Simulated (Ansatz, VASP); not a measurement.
One calculation of TePb, two programs

```
Te Pb
1.0
     0.00000    3.24643    3.24643
     3.24643    0.00000    3.24643
     3.24643    3.24643    0.00000
Te Pb
1 1
Cartesian
  3.2464 3.2464 3.2464
  0.0000 0.0000 0.0000
```

Alike in both runs: task single point; functional r2SCAN; k mesh 7 × 7 × 7; no spin polarisation.

|  | VASP | Ansatz |
| --- | --- | --- |
| version | VASP 6.6.1 | Ansatz 0.2.0 |
| potentials or method | VASP PAW PBE potentials, release 64 (Te, Pb_d) | PAW plane waves |
| plane-wave cutoff (eV) | 520 | 500 |
| occupations | fermi-dirac, width 0.1 eV | fermi-dirac |
| valence electrons in the cell | 20 | 30 |

|  | VASP | Ansatz | Ansatz less VASP |
| --- | --- | --- | --- |
| pressure (GPa) | 0.8 | 0.8 | +0.01 |

The two sets of potentials don't hold the same shells in valence.

Caveats: the PAW data sets were made with another functional, which shifts forces and pressure a little (VASP). The runs have no spin-orbit coupling, so splittings on Pb, Te are missing.
